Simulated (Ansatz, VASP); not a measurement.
This is a calculation of Zr for VASP 6.6.1.

INCAR

```
SYSTEM = Zr
  PREC = Accurate
  ENCUT = 520
  EDIFF = 1E-6
  ISMEAR = -1
  SIGMA = 0.05
  LREAL = .FALSE.
  LASPH = .TRUE.
  NELM = 60
  ALGO = Normal
  ISIF = 2
  LWAVE = .FALSE.
  LCHARG = .FALSE.
  GGA = PE
  NBANDS = 12
```

File KPOINTS:

```
Automatic mesh
0
G
  10 10 10
  0 0 0
```

The input POSCAR:

```
Zr
1.0
   -1.7978519830      1.7978519830      1.7978519830
    1.7978519830     -1.7978519830      1.7978519830
    1.7978519830      1.7978519830     -1.7978519830
Zr
1
Direct
    0.0000000000      0.0000000000      0.0000000000
```

Potentials or basis: VASP PAW PBE potentials, release 64 (Zr_sv).

Command:

```bash
$ cat potpaw_PBE.64/Zr_sv/POTCAR > POTCAR
$ mpirun -np 1 vasp_std > vasp.out
```

Problem. Translate it to Ansatz 0.2.0. Potentials there: all-electron LAPW, scalar-relativistic.

Solution. As run (the cutoff follows the program's own potentials):

File input.yaml:

```yaml
crystal:
  lattice:
    - [-1.797851983, 1.797851983, 1.797851983]
    - [1.797851983, -1.797851983, 1.797851983]
    - [1.797851983, 1.797851983, -1.797851983]
  atoms:
    - { symbol: Zr, position: [0.0, 0.0, 0.0] }
kpoints:
  mp_grid: { grid: [10, 10, 10] }
scf:
  occupations: { method: fermi_dirac, width: 0.05 }
hamiltonian:
  xc: pbe
  pseudopotentials: { kind: all_electron, lapw: { basis_error: 0.0005 } }
output:
  forces: true
  stress: true
  eigenvalues: true
```

Potentials or basis: all-electron LAPW, scalar-relativistic.

The run is started by

```sh
$ ansatz run input.yaml --threads 1 --pin off --max-ram 2560MiB --backend cpu --events-out ev --progress --plain --runs-dir out
```

Both were run:

|  | VASP | Ansatz | Ansatz less VASP |
| --- | --- | --- | --- |
| gap on the k mesh at the Fermi level (eV) | none | none | - |
| pressure (GPa) | -1.8 | -1.8 | -0.01 |

A gap of «none» marks a metal or a gap that the smearing closes. Ansatz ran all-electron here, so the differences hold the error of VASP's frozen core and of both bases.
